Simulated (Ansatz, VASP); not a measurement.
Al7Cu: VASP beside Ansatz

```
CELL_PARAMETERS angstrom
0.00000 3.97976 3.97976
3.97976 0.00000 3.97976
3.97976 3.97976 0.00000
ATOMIC_POSITIONS crystal
Al 0.50000 0.00000 0.00000
Al 0.00000 0.50000 0.50000
Al 0.00000 0.50000 0.00000
Al 0.50000 0.00000 0.50000
Al 0.00000 0.00000 0.50000
Al 0.50000 0.50000 0.00000
Al 0.00000 0.00000 0.00000
Cu 0.50000 0.50000 0.50000
```

Alike in both runs: functional PBE; k mesh 8 × 8 × 8; occupations gaussian, width 0.1 eV; no spin polarisation.

Ansatz relaxed the structure, and its values are those at the end. VASP's run is a single point on that final structure, the one shown.

|  | VASP | Ansatz |
| --- | --- | --- |
| version | VASP 6.6.1 | Ansatz 0.2.0 |
| potentials or method | VASP PAW PBE potentials, release 64 (Al, Cu) | scalar-relativistic, plane waves, PAW |
| plane-wave cutoff (eV) | 520 | 420 |
| valence electrons in the cell | 32 | 40 |

Ansatz gave:

| Item | Value |
| --- | --- |
| gap on the k mesh at the Fermi level (eV) | none |
| pressure (GPa) | 0.0 |

Task: Estimate VASP's values.

Result: gap on the k mesh at the Fermi level (eV): none; pressure (GPa): 0.1.

A gap of «none» marks a metal or a gap that the smearing closes. The functional is the same, so the differences come from potentials, cutoffs and numerics. The two sets of potentials don't hold the same shells in valence.
